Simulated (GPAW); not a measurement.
The system is ZnS (Wurtzite-2H).

```
CELL_PARAMETERS angstrom
3.81100 0.00000 0.00000
-1.90550 3.30042 0.00000
0.00000 0.00000 6.23400
ATOMIC_POSITIONS crystal
Zn 0.66667 0.33333 0.50000
Zn 0.33333 0.66667 0.00000
S 0.66667 0.33333 0.88500
S 0.33333 0.66667 0.38500
```

Base run:

```yaml
Program: GPAW 26.7.0
Functional: mBEEF
Potentials_or_basis: GPAW PAW data sets (gpaw-data 1.2.1)
Cutoff: 600 eV
Basis: pw
k_mesh: 6 × 6 × 3
Occupations: fermi-dirac, width 0.05 eV
Spin: no spin polarisation
```

Its results: band gap on the k mesh 3.08 eV, direct; pressure 1.6 GPa; largest force 0.325 eV/Å.

Q: The run is repeated on the same cell with these changes: functional from mBEEF to revTPSS; band points from 100 to 60. What comes out?

A: Band gap on the k mesh 2.34 eV, direct; pressure 1.3 GPa; largest force 0.315 eV/Å.

Caveats: the PAW data sets were made with another functional, which shifts forces and pressure a little.
